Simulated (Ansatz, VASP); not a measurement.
## One calculation of LiF (Griceite), two programs

```
CELL_PARAMETERS angstrom
0.00000 2.05350 2.05350
2.05350 0.00000 2.05350
2.05350 2.05350 0.00000
ATOMIC_POSITIONS crystal
F 0.50000 0.50000 0.50000
Li 0.00000 0.00000 0.00000
```

Change from the starting cell: volume scaled by 1.06.

Alike in both runs: task single point; functional PBEsol; k mesh 11 × 11 × 11; occupations fermi-dirac, width 0.05 eV; no spin polarisation.

|  | VASP | Ansatz |
| --- | --- | --- |
| version | VASP 6.6.1 | Ansatz 0.2.0 |
| potentials or method | VASP PAW PBE potentials, release 64 (F, Li_sv), cutoff 520 eV | all-electron LAPW, scalar-relativistic |

```csv
,VASP,Ansatz,Ansatz less VASP
gap on the k mesh at the Fermi level (eV),8.42,8.41,-0.019
least direct gap on the mesh (eV),8.42,8.41,-0.019
```

Ansatz ran all-electron here, so the differences hold the error of VASP's frozen core and of both bases.

Caveats: an odd mesh through Γ misses points on the zone boundary, where band edges often lie.
